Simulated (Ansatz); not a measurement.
# TePt (R-3m) in Ansatz: notebook

Aim: see how the results for TePt move with the level of theory and the settings. Levels: PBEsol, PBEsol+U. Tasks: band structure.

All numbers are computed with Ansatz 0.2.0; they aren't measurements. Logs are shortened: lines on timing, memory, paths and dates and some standing lists are left out, and cuts for length are marked.

## 1. The crystal as given

The structure is trigonal, space group R-3m (No. 166). The conventional cell has a = 3.963 Å, b = 3.963 Å, c = 19.983 Å, α = 90.00°, β = 90.00°, γ = 120.00°. Around Pt (site symmetry 3m) lie 3 Te at 2.59 Å and 3 Pt at 2.72 Å. Te (site symmetry 3m) has 3 Pt at 2.59 Å as nearest neighbours.

## 2. Band structure, PBEsol

Contents of input.yaml:

```yaml
crystal:
  lattice:
    - [1.9815661262, 1.1440577364, 6.6610334788]
    - [-1.9815661262, 1.1440577364, 6.6610334788]
    - [0.0, -2.2881154728, 6.6610334788]
  atoms:
    - { symbol: Pt, position: [0.1296666667, 0.1296666667, 0.1296666667] }
    - { symbol: Pt, position: [0.8703333333, 0.8703333333, 0.8703333333] }
    - { symbol: Te, position: [0.402, 0.402, 0.402] }
    - { symbol: Te, position: [0.598, 0.598, 0.598] }
hamiltonian:
  xc: pbesol
  pseudopotentials: { kind: paw }
kpoints:
  mp_grid: { grid: [8, 8, 8] }
  band_path:
    path:
      - [[0.0, 0.0, 0.0], [0.5, 0.0, 0.0], [0.5, 0.1863329093, -0.1863329093]]
      - [[0.8136670907, 0.5, 0.1863329093], [0.5, 0.5, 0.5], [0.0, 0.0, 0.0], [0.3431664546, 0.0, -0.3431664546]]
      - [[0.6568335454, 0.3431664546, 0.0], [0.5, 0.5, 0.0], [0.6568335454, 0.6568335454, 0.1863329093], [0.5, 0.5, 0.5]]
      - [[0.5, 0.0, 0.0], [0.8136670907, 0.3431664546, 0.3431664546]]
    npoints: 14
scf:
  occupations: { method: fermi_dirac, width: 0.05 }
  n_extra_bands: 10
output:
  forces: true
  stress: true
  eigenvalues: true
  fatbands: true
  write_density: true
  write_potential: true
  elf: true
  volumetric_format: npy
```

Potentials or basis: Ansatz PAW.

Command:

```sh
$ ansatz run input.yaml --threads 2 --pin off --max-ram 5632MiB --backend cpu --events-out ev --progress --plain --runs-dir out
```

Log:

```text
Warning: RAYON_NUM_THREADS=2 ignored (pool sized by the plan → 2); use --threads N
basis.fft_grid_basis auto: the FFT boxes are laid along the combinations [[1, -1, 0], [0, 1, 0], [0, -1, 1]] of the cell's own vectors, 3.963, 7.043 and 3.963 Å long. The dense box has 27×48×27 points. Along the cell's own vectors, as sized, it would have 48×48×48, 3.16 times as many. Of the 12 symmetry operations that the crystal satisfies within crystal.symmetry.tolerance (time reversal apart; of a slab, those that keep its plane) the dense box along the cell's own vectors carries 12, and the one as laid loses 8 of those. basis.fft_grid_basis: typed keeps the cell's own vectors: state it where this run's energies or levels are differenced outside the engine with another run's, or held beside a run that keeps those vectors. Those combinations have planes normal to reciprocal vector 3, as the cell's own vectors have. Each planar average written beside output.write_density, output.write_potential has a row for each plane of the box: 27. The volumetric files lie along those combinations, not along the cell's own vectors: a cube or XSF file states them, and fields.json those of NumPy files.
scf.n_extra_bands = 10 over 34 filled bands (N_el = 68.0): the run solves 44 bands
Engine: ansatz 0.2.0, x86_64-unknown-linux-gnu
Pseudopotentials: kind: paw
Pseudopotential: Pt, paw, valence charge 18, recommended cutoff 420 eV (normal), Pt.paw.azcp
Pseudopotential: Te, paw, valence charge 16, recommended cutoff 420 eV (normal), Te.paw.azcp
Functional definition: PBEsol
  exchange = pbesol_x
  correlation = pbesol_c
Crystal: 4 atoms, lattice volume = 90.604 Å³
Basis set: ecut = 420 eV, 1775 PW (Γ), FFT grids on a1−a2, a2, −a2+a3, exchange–correlation on 54×96×54 points (8 copies of the dense FFT grid, shifted against one another)
Bands: 44, of which v1, the nominal top of the filled ones, is band 34 counted from 1 (33 counted from 0)
Symmetry: 12 space group operations
Space group: R-3m (ITA 166), of the structure as read, at distance tolerance 4.5e-5 Å
k-points: 65 of 512
Non-local potential: Pt, projectors of the file, l = 0: 3, l = 1: 2, l = 2: 2, l = 3: 1
Non-local potential: Te, projectors of the file, l = 0: 2, l = 1: 2, l = 2: 2, l = 3: 2
PAW form: soft (Blöchl's): semilocal exchange-correlation on the pseudo side does not see the compensation charge
PAW frozen core: Pt, regenerated for the run's functional, and the local potential with it (the file was generated under x = pbe(κ = 0.804, μ = 0.2195149727645171), c = pbe(β = 0.06672455060314922))
PAW frozen core: Te, regenerated for the run's functional, and the local potential with it (the file was generated under x = pbe(κ = 0.804, μ = 0.2195149727645171), c = pbe(β = 0.06672455060314922))
PAW one-centre angular grid: Pt, 590 points (default); XC on 64 Gauss nodes
PAW one-centre angular grid: Te, 590 points (default); XC on 64 Gauss nodes
Initial density: superposition of atomic densities (neutral atoms: chi_scale 0, normalization atom), corrected by the library's trained network
Initial wavefunctions: pseudopotential atomic-orbital guess
Functional: x = pbesol(κ = 0.804, μ = 0.12345679012345678), c = pbesol(β = 0.046)
SCF iter   1: F=—  HF=-38572.023139 eV  |F-HF|=—  |Δ(HF+E_count)|=         —  Δρ=4.97e-3  dr2=2.06e-2  ethr=1.77e-3  ⟨swp⟩=6.4  Hψ=11754  notcnv=0  defer=53
preconditioner: auto → LDOS  [metal: Δε(μ)=0.034 eV  Ē_g=10.206 eV  σ=0.050 eV  W_gap=0.17  n_scr=28 (ndim 8)  ℏωp=22.1 eV  f_vac=0.021  D(μ)=2.11/eV (n_scr^D=16)  β→1.0]
SCF iter   2: F=—  HF=-38572.022584 eV  |F-HF|=—  |Δ(HF+E_count)|=   5.55e-4  Δρ=3.34e-3  dr2=1.24e-2  ethr=3.02e-5  ⟨swp⟩=2.2  Hψ=5561  notcnv=0  defer=173
SCF iter   3: F=—  HF=-38572.018673 eV  |F-HF|=—  |Δ(HF+E_count)|=   3.91e-3  Δρ=7.96e-4  dr2=8.01e-4  ethr=1.83e-5  ⟨swp⟩=2.0  Hψ=4838  notcnv=0  defer=173
SCF iter   4: F=—  HF=-38572.018482 eV  |F-HF|=—  |Δ(HF+E_count)|=   1.91e-4  Δρ=1.67e-4  dr2=3.48e-5  ethr=1.18e-6  ⟨swp⟩=2.3  Hψ=4206  notcnv=0  defer=173
SCF iter   5: F=—  HF=-38572.018478 eV  |F-HF|=—  |Δ(HF+E_count)|=   3.88e-6  Δρ=5.24e-5  dr2=2.99e-6  ethr=5.11e-8  ⟨swp⟩=2.0  Hψ=4365  notcnv=0  defer=173
SCF iter   6: F=—  HF=-38572.018478 eV  |F-HF|=—  |Δ(HF+E_count)|=   6.04e-7  Δρ=1.53e-5  dr2=1.29e-7  ethr=4.40e-9  ⟨swp⟩=2.0  Hψ=4120  notcnv=0  defer=173
SCF iter   7: F=-38572.018478 eV  HF=-38572.018478 eV  |F-HF|=2.14e-9  |Δ(HF+E_count)|=   7.14e-9  Δρ=3.49e-6  dr2=8.27e-9  ethr=1.47e-10  ⟨swp⟩=14.2  Hψ=20360  notcnv=0
SCF 1 converged in 7 iterations: F = -38572.018478 eV  dr2 = 8.27e-9
NSCF: frozen V_eff on 130 k-points
SCF converged after 7 iterations
Free energy (F): -38572.018478 eV
Harris-Foulkes:  -38572.018478 eV  (|F-HF|=2.14e-9)
Internal energy: -38572.001388 eV  (E = F + TS)
E sigma→0 (E₀):  -38572.009933 eV
Entropy (-TS):   -0.017089 eV (-4.272 meV/atom)
Fermi energy:    14.430187 eV
--- Per-component energies (eV) ---
  E_band       = -934.629247
  E_kinetic    = 1641.799337
  E_local      = -6993.114938  (includes V_loc(G=0)·N_el)
  E_nonlocal   = -210.121956
  E_hartree    = 3393.878097
  E_xc         = -769.107823
  E_vxc        = -815.447319  (∫ρ·V_xc dr)
  E_paw        = -27803.746930  (= ΣΔE_a)
  E_vpaw       = -1345.505285  (= ΣTr[D̂ρ^β])
  E_aug_tail   = -0.000049  (compensation charges beyond the density's cutoff)
  E_ewald      = -7832.910720
  E_core_change = 1.323593  (= ΣΔE_core)
  E_smearing   = -0.017089  (= −TS)
  E_closure    = 0.000000  (closes the sum)
  Σ components = -38572.018478   (vs F -38572.018478, Δ=0.00e0)
--- Forces (eV/Å), atoms counted from 1 ---
  atom   1  Pt     0.00000000     0.00000000     0.19098240
  atom   2  Pt     0.00000000    -0.00000000    -0.19098240
  atom   3  Te     0.00000000     0.00000000    -0.08652302
  atom   4  Te     0.00000000    -0.00000000     0.08652302
  max |Σ_I F_I| component: 2.78e-17 eV/Å
--- Stress (GPa, compression-positive) ---
       -0.214924       0.000000       0.000000
        0.000000      -0.214924       0.000000
        0.000000       0.000000      -0.574217
  P = ⅓ Tr σ = -0.3347 GPa (-3.347 kbar)
--- Band table (eV; the first three rows and the last of 65) ---
  k-point 0: bands = ["-84.0337", "-84.0124", "-38.3456", "-38.3456", "-38.2159", "-38.2159", "-38.1691", "-38.0672", "-22.8559", "-22.8559", "-22.8518", "-22.8518", "-22.8294", "-22.8294", "-22.8272", "-22.8272", "-22.8213", "-22.8194", "1.0646", "2.6189", "7.5920", "8.9078", "8.9078", "9.5907", "9.5907", "10.0325", "11.3704", "11.3704", "12.4429", "12.4429", "12.6753", "15.1157", "15.1157", "15.2878", "15.6810", "17.2936", "17.2936", "19.0009", "20.4846", "20.7966", "20.7966", "22.2651", "22.5191", "22.5191"]
  k-point 1: bands = ["-84.0330", "-84.0131", "-38.3479", "-38.3456", "-38.2320", "-38.2138", "-38.1535", "-38.0677", "-22.8559", "-22.8555", "-22.8521", "-22.8513", "-22.8298", "-22.8295", "-22.8273", "-22.8267", "-22.8209", "-22.8189", "1.2255", "2.6748", "7.7553", "8.9432", "8.9834", "9.3741", "9.7928", "10.0928", "10.9922", "11.1374", "12.4145", "12.4623", "12.7486", "13.8448", "15.0252", "15.5402", "16.1511", "16.6635", "16.8715", "19.6407", "20.0572", "20.7043", "21.2162", "21.5257", "22.6634", "23.0072"]
  k-point 2: bands = ["-84.0310", "-84.0151", "-38.3534", "-38.3452", "-38.2573", "-38.2090", "-38.1290", "-38.0696", "-22.8560", "-22.8545", "-22.8526", "-22.8501", "-22.8307", "-22.8296", "-22.8276", "-22.8257", "-22.8200", "-22.8180", "1.6565", "2.8307", "8.0402", "8.5520", "9.0805", "9.5460", "10.0922", "10.3257", "10.7100", "10.9080", "12.1553", "12.3023", "12.5687", "12.8026", "13.8836", "14.7460", "15.6597", "16.1109", "17.6799", "18.8024", "19.7611", "21.1469", "22.0357", "22.3882", "22.5723", "23.9223"]
  k-point 64: bands = ["-84.0337", "-84.0124", "-38.3456", "-38.3456", "-38.2159", "-38.2159", "-38.1691", "-38.0673", "-22.8559", "-22.8559", "-22.8518", "-22.8518", "-22.8299", "-22.8299", "-22.8267", "-22.8267", "-22.8220", "-22.8187", "1.6457", "1.7534", "8.9347", "8.9347", "8.9387", "9.5292", "9.5292", "9.5654", "11.3864", "11.3864", "12.4600", "12.4600", "12.7211", "12.8115", "15.6782", "15.6782", "16.3891", "16.3891", "17.9389", "18.9443", "19.1851", "21.2222", "21.2222", "22.7908", "22.7908", "23.5538"]
```

Run time: 17 s. Hardware: 2 threads of AMD EPYC 7R43 (Zen 3), shared host; peak memory 0.66 GiB.

What came out:

| Item | Value |
| --- | --- |
| Free energy | -38572.0185 eV |
| Pressure | -0.3 GPa |
| Largest force | 0.191 eV/Å |
| Band gap on the k mesh | none (metal or under the smearing width) |

Forces on the atoms (eV/Å):
```
Pt   0.000  0.000  0.191
Pt   0.000  0.000 -0.191
Te   0.000  0.000 -0.087
Te   0.000  0.000  0.087
```

Stress tensor (GPa, compression positive):
```
-0.21  0.00  0.00
 0.00 -0.21  0.00
 0.00  0.00 -0.57
```

Levels at the corners of the path, in eV from the Fermi level:
```
point  band 31  band 32  band 33  band 34  band 35  band 36  band 37  band 38
    Γ    -1.75     0.69     0.69     0.86     1.25     2.86     2.86     4.57
    L    -2.52    -1.99    -1.88    -1.06     0.31     1.35     1.96     3.78
   B1    -2.37    -2.05    -1.29    -1.27    -0.38     1.11     3.36     3.40
    B    -2.37    -2.05    -1.29    -1.27    -0.38     1.11     3.36     3.40
    Z    -1.71    -1.62     1.25     1.25     1.96     1.96     3.51     4.51
    Γ    -1.75     0.69     0.69     0.86     1.25     2.86     2.86     4.57
    X    -2.33    -2.06    -1.54    -0.83    -0.72     1.17     3.05     4.06
    Q    -2.33    -2.06    -1.54    -0.83    -0.72     1.17     3.05     4.06
    F    -2.50    -1.83    -1.75    -1.33    -1.16     2.53     3.81     4.77
   P1    -2.33    -1.83    -1.58    -1.51    -0.83     2.26     2.82     4.75
    Z    -1.71    -1.62     1.25     1.25     1.96     1.96     3.51     4.51
    L    -2.52    -1.99    -1.88    -1.06     0.31     1.35     1.96     3.78
    P    -2.33    -1.83    -1.58    -1.51    -0.83     2.26     2.82     4.75
```

Caveat: spin-orbit coupling is left out, which moves the levels of the heavy elements; the PAW data sets come from PBE, with cores solved anew for the run's functional, which leaves a small shift of forces and pressure.

## 3. Band structure, PBEsol+U

Edit input.yaml of step 2 so:

```diff
@@ -13,2 +13,3 @@
   pseudopotentials: { kind: paw }
+  hubbard: { sites: [{ species: Pt, l: d, u_eff: 1.0 }] }
 kpoints:
@@ -29,6 +30,2 @@
   eigenvalues: true
-  fatbands: true
-  write_density: true
-  write_potential: true
-  elf: true
-  volumetric_format: npy
+  fatbands: false
```

Potentials or basis: Ansatz PAW.

Command:

```sh
$ ansatz run input.yaml --threads 2 --pin off --max-ram 5632MiB --backend cpu --events-out ev --progress --plain --runs-dir out
```

Wall time 13 s (2 threads of AMD EPYC 7R43 (Zen 3), shared host); peak memory 0.75 GiB.

The run converged. Its results:

```
Free energy            : -38571.1951 eV
Pressure               : -0.4 GPa
Largest force          : 0.189 eV/Å
Band gap on the k mesh : none (metal or under the smearing width)
```

Forces in eV/Å, atoms in the order of the input:
```
Pt   0.000  0.000  0.189
Pt   0.000  0.000 -0.189
Te   0.000  0.000 -0.094
Te   0.000  0.000  0.094
```

Stress tensor (GPa, compression positive):
```
-0.21  0.00  0.00
 0.00 -0.21  0.00
 0.00  0.00 -0.76
```

Levels at the corners of the path, in eV from the Fermi level:
```tsv
point	band 30	band 31	band 32	band 33	band 34	band 35	band 36	band 37	band 38	band 39
Γ	-2.25	-1.95	0.70	0.70	0.87	1.30	2.86	2.86	4.62	6.13
L	-2.78	-2.75	-2.14	-2.12	-1.01	0.33	1.32	2.01	3.84	4.87
B1	-2.61	-2.61	-2.24	-1.39	-1.34	-0.40	1.09	3.42	3.46	7.05
B	-2.61	-2.61	-2.24	-1.39	-1.34	-0.40	1.09	3.42	3.46	7.05
Z	-2.24	-1.87	-1.70	1.27	1.27	1.95	1.95	3.56	4.58	4.81
Γ	-2.25	-1.95	0.70	0.70	0.87	1.30	2.86	2.86	4.62	6.13
X	-2.97	-2.58	-2.26	-1.70	-0.88	-0.75	1.15	3.11	4.12	6.44
Q	-2.97	-2.58	-2.26	-1.70	-0.88	-0.75	1.15	3.11	4.12	6.44
F	-2.74	-2.66	-2.03	-1.72	-1.37	-1.21	2.53	3.87	4.83	5.57
P1	-2.75	-2.46	-2.03	-1.60	-1.56	-0.82	2.25	2.87	4.81	5.07
Z	-2.24	-1.87	-1.70	1.27	1.27	1.95	1.95	3.56	4.58	4.81
L	-2.78	-2.75	-2.14	-2.12	-1.01	0.33	1.32	2.01	3.84	4.87
P	-2.75	-2.46	-2.03	-1.60	-1.56	-0.82	2.25	2.87	4.81	5.07
```

Eigenvalues of the final occupation matrices:
| site | spin | trace | eigenvalues |
| --- | --- | --- | --- |
| site 1 | 1 | 4.52 | 0.81 0.81 0.97 0.97 0.97 |
| site 2 | 1 | 4.52 | 0.81 0.81 0.97 0.97 0.97 |

Caveat: spin-orbit coupling is left out, which moves the levels of the heavy elements; U without spin polarisation on a metal has little footing; the PAW data sets come from PBE, with cores solved anew for the run's functional, which leaves a small shift of forces and pressure; the U is typed as a test and isn't derived for this compound.
